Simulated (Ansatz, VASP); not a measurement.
This is a calculation of NiSb (Breithauptite) for Ansatz 0.2.0.

The input input.yaml:

```yaml
crystal:
  lattice:
    - [3.928, 0.0, 0.0]
    - [-1.964, 3.4017477861, 0.0]
    - [0.0, 0.0, 5.12]
  atoms:
    - { symbol: Sb, position: [0.6666666667, 0.3333333333, 0.75] }
    - { symbol: Sb, position: [0.3333333333, 0.6666666667, 0.25] }
    - { symbol: Ni, position: [0.0, 0.0, 0.5], spin: 1.0 }
    - { symbol: Ni, position: [0.0, 0.0, 0.0], spin: 1.0 }
hamiltonian:
  xc: pbe
  pseudopotentials: { kind: paw }
magnetization:
  spin_polarized: true
kpoints:
  mp_grid: { grid: [8, 8, 5] }
scf:
  occupations: { method: gaussian, width: 0.02 }
output:
  forces: true
  stress: true
  eigenvalues: true
```

Potentials or basis: Ansatz PAW.

Command:

```sh
$ ansatz run input.yaml --threads 1 --pin off --max-ram 3584MiB --backend cpu --events-out ev --progress --plain --runs-dir out
```

Task: Set up the same calculation for VASP 6.6.1. Potentials there: VASP PAW PBE potentials, release 54 (Sb, Ni).

Result: As run (the cutoff follows the program's own potentials):

INCAR

```
PREC = Accurate
ENCUT = 520
EDIFF = 1E-6
ISMEAR = 0
SIGMA = 0.02
LREAL = False
LASPH = True
NELM = 120
ALGO = Normal
ISIF = 2
LWAVE = False
LCHARG = False
ISPIN = 2
MAGMOM = 0 0 1 1
LORBIT = 11
LMAXMIX = 4
GGA = PE
NBANDS = 27
```

The input KPOINTS:

```
regular mesh
0
Gamma
  8 8 5
```

Contents of POSCAR:

```
NiSb
3.928
    1.000000000000      0.000000000000      0.000000000000
   -0.500000000000      0.866025403793      0.000000000000
    0.000000000000      0.000000000000      1.303462321792
Sb Ni
2 2
Direct
    0.6666666667      0.3333333333      0.7500000000
    0.3333333333      0.6666666667      0.2500000000
    0.0000000000      0.0000000000      0.5000000000
    0.0000000000      0.0000000000      0.0000000000
```

Potentials or basis: VASP PAW PBE potentials, release 54 (Sb, Ni).

The run is started by

```console
$ cat potpaw_PBE.54/Sb/POTCAR potpaw_PBE.54/Ni/POTCAR > POTCAR
$ mpirun -np 1 vasp_std > vasp.out
```

Both were run:

|  | VASP | Ansatz | Ansatz less VASP |
| --- | --- | --- | --- |
| gap on the k mesh at the Fermi level (eV) | none | none | - |
| pressure (GPa) | 3.5 | 3.6 | +0.14 |
| largest component of the traceless stress (GPa) | 0.05 | 0.18 | +0.126 |
| net moment per atom (μB) | 0.00 | 0.00 | -0.001 |

A gap of «none» marks a metal or a gap that the smearing closes. The two sets of potentials don't hold the same shells in valence.

Caveats: the starting moments weren't kept (Ansatz). The runs have no spin-orbit coupling, so splittings on Sb are missing.
